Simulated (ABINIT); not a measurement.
Set up this calculation in ABINIT 10.8.3 (patched build), as the native input.

```yaml
Task: relaxation of cell and atoms
Functional: PBE
Potentials_or_basis: JTH PAW PBE v2.0
Cutoff: 463 eV
k_mesh: 11 × 11 × 11
Occupations: fermi-dirac, width 0.05 eV
Spin: no spin polarisation
Target_pressure: 20 GPa
Cell_freedom_optcell: 2
Cutoff_smearing_ecutsm_Ha: 0.5
Optimiser_ionmov: 2
Force_stop_Ha/bohr: 0.0005
Fine-grid_cutoff: 925.187 eV
```

The system is Ag.

```
Ag
1.0
     0.00000    2.04275    2.04275
     2.04275    0.00000    2.04275
     2.04275    2.04275    0.00000
Ag
1
Direct
  0.00000 0.00000 0.00000
```

The input as run:

run.abi

```
# Pseudopotentials
pp_dirpath "./"
pseudos "Ag.GGA_PBE-JTH.xml"

# Structure
acell 5.4592009917 5.4592009917 5.4592009917
rprim
     0.0000000000     0.7071067812     0.7071067812
     0.7071067812     0.0000000000     0.7071067812
     0.7071067812     0.7071067812     0.0000000000
ntypat 1
znucl 47
natom 1
typat 1
xcart
     0.0000000000     0.0000000000     0.0000000000
chkprim 0
chksymtnons 0
tolsym 1.0e-6

# Plane-wave basis
ecut 462.593566 eV
pawecutdg 34.0
pawxcdev 0

# k points
kptopt 1
ngkpt 11 11 11
nshiftk 1
shiftk 0.0 0.0 0.0

# Exchange and correlation
ixc 11

# Bands and occupations
nband 10
occopt 3
tsmear 0.00183747

# SCF cycle
nstep 100
tolvrs 1.0e-9

# Output
iomode 3
prtwf 0
prtden 0
prteig 0
prtebands 0
enunit 1

# Relaxation
ionmov 2
ntime 60
tolmxf 0.0005
optcell 2
dilatmx 1.08
ecutsm 0.5
strtarget 3*-6.797862e-04 3*0.0
```

Potentials or basis: JTH PAW PBE v2.0.

Command:

```bash
$ abinit run.abi > log 2>&1
```

Results of the run:

| Property | Result |
| --- | --- |
| Relaxed volume | 15.43 Å³/atom |
| Relaxed cell | a = 2.794 Å, b = 2.794 Å, c = 2.794 Å, α = 60.00°, β = 60.00°, γ = 60.00° |
| Space group after relaxing (to 0.05 Å) | Fm-3m (No. 225) |
| Energy change on relaxing (the enthalpy is what falls) | +116.1 meV/atom |
| Ionic steps | 5 |
| Pressure after relaxing | 20.0 GPa |
| Band gap on the k mesh | none (metal or under the smearing width) |
| Valence electrons inside the program's atomic spheres | Ag 9.94 (radii [1.331] Å) |

Wall time 39 s on 1 thread of Intel(R) Xeon(R) Platinum 8259CL CPU @ 2.50GHz (Skylake/Cascade Lake), on a shared host, peak memory 0.1 GiB.
